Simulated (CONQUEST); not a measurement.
Zn under changes of volume

One of the cells (15.330 Å³/atom); the others are scaled copies at fixed shape and fractional positions:

```
Zn
1.0
     2.67000    0.00000    0.00000
     0.00000    4.62458    0.00000
     0.00000    0.00000    4.96600
Zn
4
Direct
  0.00000 0.33333 0.25000
  0.50000 0.83333 0.25000
  0.00000 0.66667 0.75000
  0.50000 0.16667 0.75000
```

- Program: CONQUEST 1.3
- Functional: PBE
- Potentials or basis: PseudoDojo NC PBE, DZP, grid of 32 × 48 × 48 points
- k mesh: 10 × 6 × 6
- Occupations: fermi-dirac, width 0.05 eV
- Spin: no spin polarisation

```tsv
volume (Å³/atom)	energy over the lowest point (meV/atom)	pressure (GPa)	largest force (eV/Å)
14.410	34.92	8.4	0.006
14.716	20.89	6.2	0.001
15.023	10.72	4.5	0.002
15.330	4.15	2.6	0.005
15.636	0.74	1.2	0.002
15.943	0.00	-0.2	0.001
16.249	?	?	?
```

What does the run at 16.249 Å³/atom give?

Energy over the lowest point 1.44 meV/atom; pressure -1.3 GPa; largest force 0.002 eV/Å.

Worked out: A Birch-Murnaghan fit of order 3 (a polynomial in V^(-2/3)) to the other rows has its minimum at 15.87 Å³/atom with B0 = V·E''(V) = 68 GPa and B' = 5.4 at fixed shape and positions, which overstates the stiffness. It gives 1.74 meV/atom at 16.249 Å³/atom, against the run's 1.44, and -dE/dV = -1.5 GPa, against -1.3.

Energies are extrapolated to zero smearing.

Caveats: the basis of atomic orbitals isn't converged, which shifts pressures, moduli and gaps.
